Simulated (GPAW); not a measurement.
Wanted: an ASE script for a GPAW 26.7.0 run.

| Item | Value |
| --- | --- |
| Task | band structure |
| Functional | PBEsol |
| Potentials or basis | PAW data sets generated in the run's folder for this functional |
| Cutoff | 600 eV |
| Basis | pw |
| k mesh | 8 × 8 × 8 |
| Occupations | fermi-dirac, width 0.05 eV |
| Spin | spin-orbit coupling, no magnetisation |
| Maxiter | 150 |
| Band path | GXWKGLUWLK,UX |
| Band points | 80 |
| spin axis theta (degrees) | 0 |
| spin axis phi (degrees) | 0 |
| Soc after scf | second variation |

The system is Ag.

```xyz
1
Lattice="0.0000 2.0427 2.0427 2.0427 0.0000 2.0427 2.0427 2.0427 0.0000" Properties=species:S:1:pos:R:3 pbc="T T T"
Ag    0.0000    0.0000    0.0000
```

These files were run (other wordings do the same):

run.py

```python
import numpy as np
from ase import Atoms
from ase.dft.bandgap import bandgap
from ase.io import write
from ase.units import GPa
from gpaw import GPAW, PW, setup_paths
from gpaw.spinorbit import soc_eigenstates

setup_paths.insert(0, '.')

atoms = Atoms(['Ag'],
              cell=[[0.0, 2.04275, 2.04275],
                    [2.04275, 0.0, 2.04275],
                    [2.04275, 2.04275, 0.0]],
              scaled_positions=[[0.0, 0.0, 0.0]],
              pbc=True)

calc = GPAW(mode=PW(600),
            xc='PBEsol',
            kpts={'size': (8, 8, 8), 'gamma': True},
            occupations={'name': 'fermi-dirac', 'width': 0.05},
            nbands=18,
            convergence={'density': 1e-05, 'energy': 1e-05},
            maxiter=150,
            txt='gpaw.txt')
atoms.calc = calc
energy = atoms.get_potential_energy()
forces = atoms.get_forces()
stress = atoms.get_stress()
calc.write('gs.gpw')
write('result.traj', atoms)
print(f'Energy: {energy:.6f} eV')
print('Forces (eV/A):')
print(forces.round(4))
print('Stress (GPa):', (stress / GPa).round(3))
print('Fermi level:', round(calc.get_fermi_level(), 4), 'eV')
print(f'Gap: {bandgap(calc)[0]:.4f} eV, direct: {bandgap(calc, direct=True)[0]:.4f} eV')

path = atoms.cell.bandpath('GXWKGLUWLK,UX', npoints=80, eps=1e-4)
bs_calc = calc.fixed_density(kpts=path, symmetry='off', nbands=26,
                             convergence={'bands': 'CBM+6.0', 'eigenstates': 1e-6}, txt='bands.txt')
bs = bs_calc.band_structure()
bs.write('bs.json')
print(f'Gap on the path: {bandgap(bs_calc)[0]:.4f} eV')

soc = soc_eigenstates(bs_calc, theta=0, phi=0)
np.savetxt('soc_bands.dat', soc.eigenvalues(), fmt='%.4f')
mesh = soc_eigenstates('gs.gpw', theta=0, phi=0)
np.savetxt('soc_mesh.dat', mesh.eigenvalues(), fmt='%.4f')
print('Fermi level with spin-orbit coupling:', round(mesh.fermi_level, 4), 'eV')
```

Potentials or basis: PAW data sets generated in the run's folder for this functional, pw.

Run with:

```sh
$ gpaw-setup -f PBEsol Ag
$ OMP_NUM_THREADS=1 python run.py
```

It gave:

```
Pressure                : -1.9 GPa
Band gap along the path : none (metal or under the smearing width)
```

Caveat: spin-orbit coupling was added after a scalar SCF, so levels and gaps hold it while energy, forces, pressure and moments don't; this program's spin-orbit splittings come out too wide for heavy elements.

Run time: 17 s on 1 thread of Arm Neoverse V2, with other jobs on the host, peak memory 0.2 GiB.
